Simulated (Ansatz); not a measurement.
The system is Al2O3.

```xyz
10
Lattice="4.6138 0.0000 0.0000 0.0000 9.5633 0.0000 0.0000 0.0000 3.1199" Properties=species:S:1:pos:R:3 pbc="T T T"
Al    4.5352    7.8856    0.0000
Al    0.0785    1.6777    0.0000
Al    2.2283    6.4593    1.5599
Al    2.3854    3.1040    1.5599
O     2.3069    4.7816    1.5599
O     0.5704    7.2016    1.5599
O     1.7365    2.4200    0.0000
O     2.8773    7.1433    0.0000
O     0.0000    0.0000    0.0000
O     4.0434    2.3617    1.5599
```

Measurements of this composition are mostly on another form, of space group No. 167.

```yaml
Program: Ansatz 0.2.0
Task: relaxation of cell and atoms
Functional: PBEsol
Potentials_or_basis: Ansatz PAW
Cutoff: "420 eV (not typed: the program's choice for these potentials)"
k_mesh: 6 × 3 × 9
Occupations: fermi-dirac, width 0.05 eV
Spin: no spin polarisation
```

At the start: volume 13.77 Å³/atom.

Where does the relaxation end?

It ends after 13 steps and the volume is 13.54 Å³/atom (-1.7 %); space group Pnnm (No. 58, to 0.05 Å).

Step by step:
```
step  energy change (eV)  largest force (eV/Å)  volume (Å³)
   1              0.0000                0.1729       137.66
   2             -0.0719                0.1238       137.05
   3             -0.1461                0.1151       136.99
   4             -0.1700                0.0687       136.59
   5             -0.1812                0.1763       137.19
   6             -0.1942                0.0315       135.86
   7             -0.1953                0.0135       135.65
   8             -0.1963                0.0101       135.44
   9             -0.1965                0.0018       135.39
  10             -0.1931                0.0023       135.39
  11             -0.1933                0.0044       135.36
  12             -0.1933                0.0003       135.37
  13             -0.1933                0.0003       135.37
```

Final structure:
```
Al O
1.0
     4.66612    0.00000    0.00000
     0.00000    9.66098    0.00000
     0.00000    0.00000    3.00304
Al O
4 6
Cartesian
  5.0131 8.0194 0.0000
  -0.3470 1.6416 0.0000
  2.6800 6.4721 1.5015
  1.9861 3.1889 1.5015
  2.3331 4.8305 1.5015
  1.1821 7.4814 1.5015
  1.1510 2.6509 0.0000
  3.5151 7.0101 0.0000
  0.0000 0.0000 0.0000
  3.4840 2.1796 1.5015
```

Caveat: the plane-wave basis is chosen anew once the cell has moved, so the energies of steps on either side of that aren't comparable; the pressure holds a Pulay correction of +0.6 GPa for the finite cutoff; the PAW data sets come from PBE, with cores solved anew for the run's functional, which leaves a small shift of forces and pressure.
